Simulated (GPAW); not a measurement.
Write an ASE script for GPAW 26.7.0 that does the following.

```yaml
Task: single point
Functional: PBE
Potentials_or_basis: GPAW PAW data sets (gpaw-data 1.2.1)
Cutoff: 600 eV
Basis: pw
k_mesh: 7 × 7 × 7
Occupations: gaussian, width 0.011 eV
Spin: no spin polarisation
Maxiter: 150
```

Crystal: TePb.

```xyz
2
Lattice="4.0023 0.0000 0.0000 0.0000 4.0023 0.0000 0.0000 0.0000 4.0023" Properties=species:S:1:pos:R:3 pbc="T T T"
Pb    0.0000    0.0000    0.0000
Te    2.0011    2.0011    2.0011
```

Measurements of this composition are mostly on another form, of space group No. 225.

These files were run (other wordings do the same):

run.py

```python
from ase import Atoms
from ase.dft.bandgap import bandgap
from ase.io import write
from ase.units import Bohr, GPa
from gpaw import GPAW, PW
from gpaw.elf import elf_from_dft_calculation

atoms = Atoms(['Pb', 'Te'],
              cell=[[4.002287, 0.0, 0.0],
                    [0.0, 4.002287, 0.0],
                    [0.0, 0.0, 4.002287]],
              scaled_positions=[[0.0, 0.0, 0.0],
                                [0.5, 0.5, 0.5]],
              pbc=True)

calc = GPAW(mode=PW(600),
            xc='PBE',
            kpts={'size': (7, 7, 7), 'gamma': True},
            occupations={'name': 'methfessel-paxton', 'order': 0, 'width': 0.011},
            nbands=19,
            convergence={'density': 1e-05, 'energy': 1e-05},
            maxiter=150,
            txt='gpaw.txt')
atoms.calc = calc
energy = atoms.get_potential_energy()
forces = atoms.get_forces()
stress = atoms.get_stress()
calc.write('gs.gpw')
write('result.traj', atoms)
print(f'Energy: {energy:.6f} eV')
print('Forces (eV/A):')
print(forces.round(4))
print('Stress (GPa):', (stress / GPa).round(3))
print('Fermi level:', round(calc.get_fermi_level(), 4), 'eV')
print(f'Gap: {bandgap(calc)[0]:.4f} eV, direct: {bandgap(calc, direct=True)[0]:.4f} eV')

# fields on the real-space grid
write('density.cube', atoms, data=calc.get_pseudo_density() * Bohr**3)
write('potential.cube', atoms, data=calc.get_electrostatic_potential())
write('elf.cube', atoms, data=elf_from_dft_calculation(calc).data)
```

Potentials or basis: GPAW PAW data sets (gpaw-data 1.2.1), pw.

Launch:

```bash
$ OMP_NUM_THREADS=1 python run.py
```

It gave:

```json
{"Pressure": "-0.2 GPa", "Band gap on the k mesh": "none (metal or under the smearing width)"}
```

It took 27 s on 1 thread of Arm Neoverse N1, with other jobs on the host, peak memory 0.16 GiB.
